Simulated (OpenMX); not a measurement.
**Al in OpenMX: convergence with criterion**

Crystal: Al.

```xyz
1
Lattice="0.0030 2.0553 2.1079 2.0195 0.0327 2.0781 1.9911 1.9972 0.0611" Properties=species:S:1:pos:R:3 pbc="T T T"
Al   -0.0594    0.0667   -0.0744
```

The cell isn't the ideal one: cell strained at random at fixed volume.

```yaml
Program: OpenMX 3.8.5
Task: convergence study
Functional: PBE
Potentials_or_basis: OpenMX 2013 PBE set, Al7.0-s2p2d1, grid cutoff 300 Ry
k_mesh: 9 × 9 × 9
Occupations: fermi-dirac, width 0.05 eV
Spin: no spin polarisation
```

These are the settings of the first run; the series varies criterion, with any setting tied to it.

Hardware: 1 thread of Arm Neoverse V1, on a shared host.

**Question.** The values tried are 1.0e-3, 1.0e-4, 1.0e-5, 1.0e-6, 1.0e-7, 1.0e-8, 1.0e-9, 1.0e-10, loosest first. From which on does the pressure stay within 0.1 GPa of the tightest run that finished?

**Answer.** From 1.0e-4 on.

```csv
criterion,"energy less the tightest run, at zero smearing (meV/atom)",pressure (GPa),SCF cycles,CPU time (s),peak memory (GiB)
1.0e-3,-69.89,-0.60,6,14,0.23
1.0e-4,0.00,-1.67,10,16,0.23
1.0e-5,0.00,-1.67,10,16,0.23
1.0e-6,0.00,-1.67,10,16,0.23
1.0e-7,0.00,-1.67,12,17,0.23
1.0e-8,0.00,-1.67,12,17,0.23
1.0e-9,0.00,-1.67,14,18,0.23
1.0e-10,0.00,-1.67,15,19,0.23
```

Against the tightest run, the energy stays within 1 meV/atom from 1.0e-4 on. The tightest run that finished is the yardstick and may itself not be fully converged.

Caveat, for the tightest run too: the basis of atomic orbitals isn't converged, which shifts pressures, moduli and gaps.
